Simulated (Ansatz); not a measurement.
**NiSi: strain energy, fitted**

NiSi, Pmmn, a = 2.995 Å, b = 3.235 Å, c = 4.672 Å. This isn't the usual stable structure of the compound. Ansatz: PBEsol, PAW, 420 eV, Γ-centred 18×16×12 mesh on 4 atoms, Gaussian smearing 0.10 eV; no spin polarisation. Series: equal strain along all axes, cell held, atoms relaxed; x is the strain in per cent. y is the free energy over the unstrained cell, V0 = 11.315 Å³/atom.

```
x (%) y (meV/atom)
 -4.5             ?
 -3.0         62.13
 -1.5         14.64
  0.0          0.00
  1.5         13.24
  3.0         50.02
  4.5        106.53
```

Q: Fit y = c2 x² + c3 x³ to the other rows, turn c2 into a modulus, and predict the missing energy.

A: Least squares on the rows shown. y = 6.2392 x² − 0.21842 x³. In eV per unit strain² c2 is 62.39; the stiffness is B for this strain (E = 9/2 B V0 ε², shape held): 2 × 62.39 × 160.2 / (9 × 11.315) = 196 GPa. At x = -4.5 the fit asked for gives 146.25 meV/atom. The run gave 148.10 meV/atom, so the fit is 1.85 meV/atom too low, 1.2 % of the span of the series, against an rms of 0.14 meV/atom on the fitted rows. The row lies outside the fitted range. With a term in x⁴ added, a fit to the same known rows predicts 147.39 meV/atom, so most of the miss is curvature that the known rows already hold.